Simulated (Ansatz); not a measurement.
# WSe2: how the settings move a single-point run

How sensitive is a single-point run of WSe2 to its settings? A reference run comes first, then six runs with altered input. The cell is built on a prototype (CdCl2 type) and needn't be the phase found in nature.

Computed with Ansatz 0.2.0 (reference: DFT, PBE, plane waves, PAW, unless a step's input says otherwise).

2 further runs of the same task are left out: 1 for a known fault of the program, 1 that didn't finish.

### 1 The system as given

It takes space group R-3m (No. 166, trigonal). The conventional cell has a = 3.287 Å, b = 3.287 Å, c = 19.492 Å, α = 90.00°, β = 90.00°, γ = 120.00°. W (site symmetry -3m) is surrounded by 6 Se at 2.55 Å. Se (site symmetry 3m) has 3 W at 2.55 Å as nearest neighbours.

Structure file:

```
CELL_PARAMETERS angstrom
1.64330 0.94876 6.49727
-1.64330 0.94876 6.49727
0.00000 -1.89752 6.49727
ATOMIC_POSITIONS crystal
W 0.00000 0.00000 0.00000
Se 0.24626 0.24626 0.24626
Se 0.75374 0.75374 0.75374
```

### 2 The reference run

Input file input.yaml:

```yaml
crystal:
  lattice:
    - [1.6433003578, 0.948759904, 6.4972669668]
    - [-1.6433003578, 0.948759904, 6.4972669668]
    - [0.0, -1.8975198079, 6.4972669668]
  atoms:
    - { symbol: W, position: [0.0, 0.0, 0.0] }
    - { symbol: Se, position: [0.2462563275, 0.2462563275, 0.2462563275] }
    - { symbol: Se, position: [0.7537436725, 0.7537436725, 0.7537436725] }
kpoints:
  mp_grid: { grid: [6, 6, 6] }
hamiltonian:
  xc: pbe
scf:
  occupations: { method: fermi_dirac, width: 0.02 }
  n_extra_bands: 4
output:
  forces: true
  stress: true
  eigenvalues: true
```

Started as:

```sh
ansatz run input.yaml --threads 4 --pin off --max-ram 3686MiB --backend cpu --events-out ev --progress --plain --runs-dir out
```

### 3 The same system, input altered

Changes to input.yaml since step 2:

```diff
@@ -16,2 +16,4 @@
   n_extra_bands: 4
+  mixing: { beta: 1.0 }
+  max_iter: 66
 output:
```

### 5 Changing settings: occupations.width 0.2

Changes to input.yaml since step 2:

```diff
@@ -14,3 +14,3 @@
 scf:
-  occupations: { method: fermi_dirac, width: 0.02 }
+  occupations: { method: fermi_dirac, width: 0.2 }
   n_extra_bands: 4
```

### 6 Changing settings: mixing.beta 0.05

Changes to input.yaml since step 2:

```diff
@@ -16,2 +16,4 @@
   n_extra_bands: 4
+  mixing: { beta: 0.05 }
+  max_iter: 100
 output:
```

### 7 Changed: occupations.method methfessel_paxton, occupations.width 0.001

Changes to input.yaml since step 2:

```diff
@@ -14,3 +14,3 @@
 scf:
-  occupations: { method: fermi_dirac, width: 0.02 }
+  occupations: { method: methfessel_paxton, width: 0.001 }
   n_extra_bands: 4
```

### 8 Variant: mp_grid.shift [0.5, 0.5, 0.5]

Changes to input.yaml since step 2:

```diff
@@ -10,3 +10,3 @@
 kpoints:
-  mp_grid: { grid: [6, 6, 6] }
+  mp_grid: { grid: [6, 6, 6], shift: [0.5, 0.5, 0.5] }
 hamiltonian:
```

### 9 Changed: ecutwfc 200

Changes to input.yaml since step 2:

```diff
@@ -20 +20,3 @@
   eigenvalues: true
+basis:
+  ecutwfc: 200
```

(Steps that only read results are left out.)

**Question.** What will these runs give? Wanted: for each run, ending; energy change; pressure; gap; force.

The runs gave:

```
                                                             run     ending        energy change  pressure (GPa)  gap (eV)  force (eV/Å)  cycles    time
                                                       reference  converged                    0             3.2      0.00          0.30       6   1.6 s
                                              1: mixing.beta 1.0  converged         0.0 meV/atom             3.2      0.00          0.30       6   1.6 s
                                        2: occupations.width 0.2  converged  +4.9 meV/atom (σ→0)             3.6      0.00          0.30       6   1.7 s
                                             3: mixing.beta 0.05  converged         0.0 meV/atom             3.2      0.00          0.30       7   1.8 s
4: occupations.method methfessel_paxton, occupations.width 0.001  converged  +0.3 meV/atom (σ→0)             3.2      0.00          0.30      15   2.6 s
                                5: mp_grid.shift [0.5, 0.5, 0.5]  converged        -0.9 meV/atom             3.2      0.00          0.30       7   1.6 s
                                                  6: ecutwfc 200  converged        +3.20 eV/atom             2.4      0.00          0.46       7  0.98 s
```

Residual by cycle in the longest SCF loop of each run; runs are numbered as in the table. The quantity is the density residual dr2, in eV.

```
cycle  reference    run 1    run 2    run 3    run 4    run 5   run 6
    1    0.00778  0.00778   0.0119  0.00778  0.00777   0.0078   0.678
    2     0.0013   0.0013  0.00962  0.00647  0.00362  0.00139    0.27
    4     9.7e-6   9.7e-6   2.0e-6   1.6e-4  0.00325   2.1e-5  8.9e-4
    5     3.3e-7   3.3e-7   9.3e-8   5.0e-6  0.00276   3.8e-6  1.4e-5
    6     8.3e-9   8.3e-9   7.3e-9   8.4e-7  0.00219   2.5e-7  3.4e-7
    7          -        -        -   3.4e-8  0.00136   1.5e-8  2.2e-8
    9          -        -        -        -   4.9e-4        -       -
   10          -        -        -        -   1.1e-4        -       -
   11          -        -        -        -   2.2e-5        -       -
   12          -        -        -        -   3.3e-6        -       -
   14          -        -        -        -   2.9e-7        -       -
   15          -        -        -        -   4.5e-8        -       -
```

**Reading.** Run 6 ran under the cutoff that the potentials recommend, as the log warns, so basis error is mixed into its values, and swamps them where the cutoff is far short. Of the variants the dearest is «occupations.method methfessel_paxton, occupations.width 0.001» (2.6 s), the cheapest «ecutwfc 200» (0.98 s), on a shared host. The reference leaves spin out although W can carry a moment, so its state need not be the lowest.
